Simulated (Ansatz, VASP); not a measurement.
One calculation of V, two programs

Contents of INCAR:

```
SYSTEM = V
  PREC = Accurate
  ENCUT = 520
  EDIFF = 1E-6
  ISMEAR = -1
  SIGMA = 0.1
  LREAL = .False.
  LASPH = .True.
  NELM = 100
  ALGO = Normal
  ISIF = 2
  LWAVE = .False.
  LCHARG = .True.
  GGA = B5
  ALDAX = 1.0
  AGGAX = 1.0
  AGGAC = 1.0
  ALDAC = 0.0
  LELF = .True.
  LVHAR = .True.
  NBANDS = 12
```

The input KPOINTS:

```
Automatic mesh
0
Gamma
  24 24 24
  0 0 0
```

Contents of POSCAR:

```
V
1.0
   -1.5133741620      1.5133741620      1.5133741620
    1.5133741620     -1.5133741620      1.5133741620
    1.5133741620      1.5133741620     -1.5133741620
V
1
Direct
    0.0000000000      0.0000000000      0.0000000000
```

Input for Ansatz:

```yaml
crystal:
  lattice:
    - [-1.513374162, 1.513374162, 1.513374162]
    - [1.513374162, -1.513374162, 1.513374162]
    - [1.513374162, 1.513374162, -1.513374162]
  atoms:
    - { symbol: V, position: [0.0, 0.0, 0.0] }
hamiltonian:
  xc: blyp
  pseudopotentials:
    kind: paw
    azcp:
      V: "pseudopotentials/V.paw.azcp"
basis:
  ecutwfc: 420
  fft_grid_basis: typed
kpoints:
  mp_grid: { grid: [24, 24, 24], shift: [0, 0, 0] }
magnetization:
  spin_polarized: false
scf:
  occupations: { method: fermi_dirac, width: 0.1 }
output:
  stress: true
```

Alike in both runs: task single point; functional BLYP; k mesh 24 × 24 × 24; occupations fermi-dirac, width 0.1 eV; no spin polarisation.

|  | VASP | Ansatz |
| --- | --- | --- |
| version | VASP 6.6.1 | Ansatz 0.2.0 |
| potentials or method | VASP PAW PBE potentials, release 64 (V_sv) | plane waves (420 eV) with PAW, scalar-relativistic |
| plane-wave cutoff (eV) | 520 | 420 |
| valence electrons in the cell | 13 | 13 |

|  | VASP | Ansatz | Ansatz less VASP |
| --- | --- | --- | --- |
| pressure (GPa) | 0.4 | 0.0 | -0.31 |

Caveats: the PAW data sets were made with another functional, which shifts forces and pressure a little (VASP).
